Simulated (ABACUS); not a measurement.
Crystal: HfO2.

```xyz
3
Lattice="-2.5575 0.0000 2.5575 0.0000 2.5575 2.5575 -2.5575 2.5575 0.0000" Properties=species:S:1:pos:R:3 pbc="T T T"
Hf    0.0000    0.0000    0.0000
O    -1.2788    1.2788    1.2788
O    -3.8363    3.8363    3.8363
```

Measurements of this composition are mostly on another form, of space group No. 14.

- Program: ABACUS 3.10.1
- Task: relaxation of cell and atoms
- Functional: LDA
- Potentials or basis: GBRV ultrasoft 1.5 LDA
- Cutoff: 544 eV
- Density cutoff: 4354 eV
- Basis: plane waves
- k mesh: 7 × 7 × 7
- Occupations: fermi-dirac, width 0.05 eV
- Spin: no spin polarisation

At the start: pressure -18.6 GPa; volume 11.15 Å³/atom.

Problem. Where does the relaxation end?

Solution. Over 46 steps the energy falls by 49.8 meV/atom and the volume is 10.35 Å³/atom (-7.2 %); space group Fm-3m (No. 225, to 0.05 Å).

Step by step:
```tsv
step	energy change (eV)	largest force (eV/Å)	pressure (GPa)	volume (Å³)
1	0.0000	0.0000	-18.64	33.46
3	-0.1491	0.0000	-0.85	31.13
5	-0.1493	0.0000	-0.14	31.06
7	-0.1493	0.0000	-0.15	31.06
9	-0.1493	0.0000	-0.16	31.06
11	-0.1493	0.0000	-0.13	31.06
13	-0.1493	0.0000	-0.13	31.06
15	-0.1493	0.0000	-0.13	31.06
17	-0.1493	0.0000	-0.14	31.06
19	-0.1493	0.0000	-0.13	31.06
21	-0.1493	0.0000	-0.12	31.06
23	-0.1493	0.0000	-0.13	31.06
25	-0.1493	0.0000	-0.12	31.05
27	-0.1493	0.0000	-0.11	31.05
29	-0.1493	0.0000	-0.12	31.05
31	-0.1493	0.0000	-0.10	31.05
33	-0.1493	0.0000	-0.12	31.05
35	-0.1493	0.0000	-0.10	31.05
37	-0.1493	0.0000	-0.11	31.05
39	-0.1493	0.0000	-0.10	31.05
41	-0.1493	0.0000	-0.09	31.05
43	-0.1493	0.0000	-0.08	31.05
45	-0.1493	0.0000	-0.07	31.05
46	-0.1493	0.0000	-0.01	31.05
```

Final structure:
```xyz
3
Lattice="-2.4945 0.0000 2.4945 0.0000 2.4945 2.4945 -2.4945 2.4945 0.0000" Properties=species:S:1:pos:R:3 pbc="T T T"
Hf    0.0000    0.0000    0.0000
O    -1.2473    1.2473    1.2473
O    -3.7418    3.7418    3.7418
```

Caveat: there are fewer bands than atomic start orbitals, so a level may be missed at k points of high symmetry.
